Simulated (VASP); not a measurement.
## C (diamond), r²SCAN relaxation of cell and atoms: Ansatz's output and VASP's

Start cell

```
C
1.0
     0.00000    1.78577    1.78577
     1.78577    0.00000    1.78577
     1.78577    1.78577    0.00000
C
2
Direct
  0.00000 0.00000 0.00000
  0.25000 0.25000 0.25000
```

Ansatz printed

```
basis re-selected at this cell: Δ(F+E_penalty+E_count) = +5.429e-5 eV, ΔP = +0.004 GPa vs the last step (what re-selecting the basis moved, of the pressure what is left beyond the Pulay correction that the steps carried, after the strain that the cell walked since its last selection, with what the two solves' SCF thresholds leave and, on support functions, any second-order correction that the steps lacked; it is no measure of the basis error at this ecutwfc). This SCF's stress stands 1.87e-2 GPa from its target on what of the cell is left free (relax.cell.stress_tol is 5.00e-2 GPa) and its largest allowed force component is 9.25e-17 eV/Å (relax.f_tol is 5.00e-3 eV/Å): within both
SCF converged after 4 iterations
Free energy (F): -503.111524 eV
Harris-Foulkes:  -503.111524 eV  (|F-HF|=1.14e-13)
Internal energy: -503.111524 eV  (E = F + TS)
E sigma→0 (E₀):  -503.111524 eV
Fermi energy:    15.572948 eV
--- Per-component energies (eV) ---
  E_band       = 30.781319
  E_kinetic    = 184.521249
  E_local      = -120.749910  (includes V_loc(G=0)·N_el)
  E_nonlocal   = 52.587446
  E_hartree    = 26.605237
  E_xc         = -95.962042
  E_vxc        = -132.609435  (∫ρ·V_xc dr)
  E_paw        = -201.468133  (= ΣΔE_a)
  E_vpaw       = -13.175660  (= ΣTr[D̂ρ^β])
  E_aug_tail   = 0.000008  (compensation charges beyond the density's cutoff)
  E_vtau       = 6.997154  (kinetic-family band-sum trace: ∫τ·v_τ [+ j·A + Jᵃ·Aᵃ] dr)
  E_ewald      = -348.595832
  E_core_change = -0.049547  (= ΣΔE_core)
  E_smearing   = -0.000000  (= −TS)
  E_closure    = 0.000000  (closes the sum)
  Σ components = -503.111524   (vs F -503.111524, Δ=0.00e0)
--- Forces (eV/Å), atoms counted from 1 ---
  atom   1  C      0.00000000    -0.00000000     0.00000000
  atom   2  C     -0.00000000    -0.00000000     0.00000000
  max |Σ_I F_I| component: 7.40e-17 eV/Å
--- Stress (GPa, compression-positive) ---
        0.018655      -0.000000       0.000000
       -0.000000       0.018655      -0.000000
       -0.000000      -0.000000       0.018655
  P = ⅓ Tr σ = 0.0187 GPa (0.187 kbar)
--- Relaxed structure (3 steps of the walk, 3 accepted, 1 SCFs on fresh bases) ---
  F+E_penalty+E_count = -503.11152414 eV   max|allowed force component| = 9.252e-17 eV/Å   (the final SCF, on the basis selected at the relaxed cell)
  cell:  # Å, volume = 11.2819 Å³
    - [1.568419203875674e-34, 1.7801241435693234, 1.7801241435693234]
    - [1.7801241435693234, -8.757670681539289e-36, 1.7801241435693234]
    - [1.7801241435693234, 1.7801241435693234, -1.273843008223897e-35]
  atoms:
    - { symbol: C, position: [-2.555789136380904e-35, 1.657050099411795e-35, 3.061329844676028e-35] }
    - { symbol: C, position: [0.25, 0.25, 0.25] }
```

The two codes use different PAW datasets and cutoffs. VASP's cell holds 8 valence electrons and Ansatz's 8.

What does VASP give for the same cell and level of theory?

relaxed cell vector lengths 2.518, 2.518, 2.518 Å; relaxed cell volume 11.29 Å³.

From OUTCAR

```
k-points           NKPTS =     72   k-points in BZ     NKDIM =     72   number of bands    NBANDS=     11

   NELECT =       8.0000    total number of electrons

   dimension x,y,z NGX =    20 NGY =   20 NGZ =   20
   dimension x,y,z NGXF=    40 NGYF=   40 NGZF=   40

  energy-cutoff  :      600.00
  volume of cell :       11.29
      direct lattice vectors                 reciprocal lattice vectors
     0.000000000  1.780559250  1.780559250    -0.280810650  0.280810650  0.280810650
     1.780559250 -0.000000000  1.780559250     0.280810650 -0.280810650  0.280810650
     1.780559250  1.780559250  0.000000000     0.280810650  0.280810650 -0.280810650

 k-points in reciprocal lattice and weights: KPOINTS created by Atomic Simulation Env
   0.00000000  0.00000000  0.00000000       0.001
   0.08333333  0.00000000  0.00000000       0.005
   0.16666667  0.00000000  0.00000000       0.005
   0.25000000  0.00000000  0.00000000       0.005
   0.33333333  0.00000000  0.00000000       0.005
   0.41666667  0.00000000  0.00000000       0.005
   0.50000000  0.00000000  0.00000000       0.002
   0.08333333  0.08333333  0.00000000       0.003
   ...

 E-fermi :  10.1562

 k-point     1 :       0.0000    0.0000    0.0000
  band No.  band energies     occupation
      1     -12.9802      2.00000
      2       9.7803      2.00000
      3       9.7803      2.00000
      4       9.7803      2.00000
      5      15.6286      0.00000
      6      15.6286      0.00000
      7      15.6287      0.00000
      8      23.7112      0.00000
      9      30.2414      0.00000
     10      37.2219      0.00000
     11      37.2219      0.00000

 k-point     2 :       0.0833    0.0000    0.0000
  band No.  band energies     occupation
      1     -12.7789      2.00000
      2       8.4585      2.00000
      3       9.4332      2.00000
      4       9.4332      2.00000
      5      16.0833      0.00000
      6      16.0833      0.00000
      7      16.4021      0.00000
      8      23.9110      0.00000
      9      30.5860      0.00000
     10      35.1634      0.00000
     11      35.1634      0.00000

 k-point     3 :       0.1667    0.0000    0.0000
  band No.  band energies     occupation
      1     -12.1769      2.00000
      2       5.7577      2.00000
      3       8.6832      2.00000
      4       8.6832      2.00000
      5      17.0679      0.00000
      6      17.0679      0.00000
      7      17.5503      0.00000
      8      24.4871      0.00000
      9      31.3046      0.00000
     10      33.5183      0.00000
     11      33.5183      0.00000

 k-point     4 :       0.2500    0.0000    0.0000
  band No.  band energies     occupation
      1     -11.1843      2.00000
      2       2.7515      2.00000
      3       7.9123      2.00000
      4       7.9123      2.00000
      5      17.9806      0.00000
      6      17.9806      0.00000
      7      18.3087      0.00000
      8      25.2874      0.00000
      9      31.7412      0.00000
     10      33.1127      0.00000
     11      33.1127      0.00000

 k-point     5 :       0.3333    0.0000    0.0000
  band No.  band energies     occupation
      1      -9.8256      2.00000
      2      -0.1792      2.00000
      3       7.3015      2.00000
      4       7.3015      2.00000
      5      18.4928      0.00000
      6      18.4928      0.00000
      7      18.7170      0.00000
      8      26.0129      0.00000
      9      31.9795      0.00000
     10      34.0398      0.00000
     11      34.0398      0.00000

 k-point     6 :       0.4167    0.0000    0.0000
  band No.  band energies     occupation
      1      -8.1906      2.00000
      2      -2.8007      2.00000
      3       6.9191      2.00000
      4       6.9191      2.00000
      5      18.6544      0.00000
      6      18.6544      0.00000
      7      18.9145      0.00000
      8      26.4164      0.00000
      9      32.5495      0.00000
     10      35.8559      0.00000
     11      35.8559      0.00000

 k-point     7 :       0.5000    0.0000    0.0000
  band No.  band energies     occupation
      1      -7.0072      2.00000
      2      -4.3192      2.00000
      3       6.7896      2.00000
      4       6.7896      2.00000
      5      18.6757      0.00000
      6      18.6757      0.00000
      7      18.9738      0.00000
      8      26.5224      0.00000
      9      33.0551      0.00000
     10      35.3588      0.00000
     11      37.0471      0.00000

 k-point     8 :       0.0833    0.0833    0.0000
  band No.  band energies     occupation
      1     -12.7117      2.00000
      2       8.8029      2.00000
      3       8.8029      2.00000
      4       9.1082      2.00000
      5      15.4234      0.00000
      6      16.8479      0.00000
      7      16.8479      0.00000
      8      23.8682      0.00000
      9      30.7168      0.00000
     10      33.1096      0.00000
     11      37.5634      0.00000

 ...

  Total        0.0003514      0.0003514      0.0003514     -0.0000000     -0.0000000      0.0000000
  in kB        0.0498679      0.0498679      0.0498679     -0.0000000     -0.0000000      0.0000000
  external PRESSURE =       0.0498679 kB  Pullay stress =       0.0000000 kB

 POSITION                                       TOTAL-FORCE (eV/Angst)
 -----------------------------------------------------------------------------------
      0.00000      0.00000      0.00000        -0.000000     -0.000000     -0.000000
      0.89028      0.89028      0.89028         0.000000      0.000000      0.000000
 -----------------------------------------------------------------------------------
    total drift:                                0.000000      0.000000      0.000000

  FREE ENERGIE OF THE ION-ELECTRON SYSTEM (eV)
  ---------------------------------------------------
  free  energy   TOTEN  =       -19.6645501579 eV

  energy  without entropy=      -19.6645501578  energy(sigma->0) =      -19.66455016
```
